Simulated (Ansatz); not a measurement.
## Charge transition levels of the S vacancy in ZnS, term by term

Theory: DFT PBE, scalar-relativistic, plane waves, PAW (Ansatz). (420 eV cutoff, 2×2×2 k-mesh, shifted by half a step, Gaussian smearing of 0.01 eV, collinear spin in charge +1 alone)

Host crystal, relaxed:

```yaml
crystal:
  lattice:
    - [3.84407, 0.00000, 0.00000]
    - [-1.92203, 3.32906, 0.00000]
    - [0.00000, 0.00000, 6.30464]
  atoms:
    - { symbol: Zn, position: [0.33333, 0.66667, 0.00027] }
    - { symbol: Zn, position: [0.66667, 0.33333, 0.50027] }
    - { symbol: S, position: [0.33333, 0.66667, 0.37473] }
    - { symbol: S, position: [0.66667, 0.33333, 0.87473] }
```

The S vacancy was set at (0.333, 0.667, 0.375) of the host cell, in a supercell of 36 sites (726 Å³), relaxed at fixed cell in each charge q, from a start with the atoms near it displaced at random. In charges +2, 0 some atom moved by up to 0.6 Å, so the relaxed defect can differ in kind from the start: near the site, 4 Zn at 2.36 Å became 3 Zn at 2.90 Å, 1 Zn at 2.94 Å (charge +2); 1 Zn at 1.86 Å, 2 Zn at 1.91 Å, 1 Zn at 2.85 Å (charge 0). The host's Kohn–Sham gap is 2.08 eV and its static dielectric constant 9.2 (mean). For each charge: the supercell's free energy over the neutral one with q electrons exchanged at the valence band top, F(q) − F(0) + qE_v; the image-charge term; and the term that aligns the potential far from the defect with the host's.

```
 q F(q) − F(0) + qE_v (eV) image charge (eV) alignment (eV)
+2                   -2.422              0.993          -0.818
+1                   -0.631              0.248          -0.343
 0                    0.000              0.000           0.000
```

Q: Add the terms and find the levels between neighbouring charges, ε(q/q′) = [A(q′) − A(q)]/(q − q′), with and without the two corrections.

A: A(q): -2.247 eV for +2, -0.726 eV for +1, 0.000 eV for 0.
```
  level corrected (eV over E_v) uncorrected (eV)
(+2/+1)                     1.52              1.79
 (+1/0)                     0.73              0.63
```

As a check, a point charge in a simple cubic cell of this volume has q²αe²/(2εL) = 0.247 q² eV (e² = 14.40 eV Å, α = 2.837, L = 8.99 Å); the shape of the real cell and the anisotropy of ε can change it somewhat. The term grows as q², so it pushes donor levels down and acceptor levels up.

Q: Which of these charges is lowest with the Fermi level at the valence band top, at mid-gap and at the conduction band bottom?

A: The line A(q) + qE_F that lies lowest gives the charge: +2 at E_F = 0.00 eV, +2 at E_F = 1.04 eV, 0 at E_F = 2.08 eV. The level (+2/+1) lies above (+1/0), so charge +1 is never the lowest: a negative-U pattern, with a direct (+2/0) level at 1.12 eV. Charges beyond those computed could lie lower near the band edges.

Q: The neutral defect forms at 3.59 eV with atoms taken from and returned to the elements. What are the formation energies at those three Fermi levels, and what share of sites would hold the defect at 1200 K with E_F at mid-gap, if the host still stood at that temperature?

A: E_f = E_f(0) + A(q) + qE_F = 1.35, 3.43, 3.59 eV. In the dilute limit the share is exp(−E_f/k_BT) = exp(−3.429/0.1034) = 4.0×10⁻¹⁵, leaving out degeneracy and vibrational entropy. This is the S-rich limit; a poorer supply of S lowers E_f, in a binary host by up to its heat of formation per S atom. The small cell and the narrow Kohn–Sham gap leave errors of tenths of an eV or more, which change the share by orders of magnitude.

The sulfur vacancy comes out as a deep two-electron donor: it can compensate acceptors, but is a poor source of free electrons. The negative-U order survives with or without the corrections, so it doesn't hinge on them. Its likely origin is lattice relaxation. In the neutral vacancy two electrons occupy a state built largely from Zn 4s dangling orbitals, whose bonding character draws three of the Zn neighbours inwards. Once that state is empty, the exposed cations repel one another and all four move outwards, strengthening their bonds to the remaining sulfur. The energy gained this way probably outweighs the repulsion between the paired electrons. The outward shift of the fourth Zn in the neutral state doesn't fit this simple picture and suggests a distorted local minimum. The preference for +2 at mid-gap is not firm, since the (+2/0) level at 1.12 eV lies very close to that Fermi level. Whether a barrier between the two geometries would make charge +1 long-lived after illumination remains open.
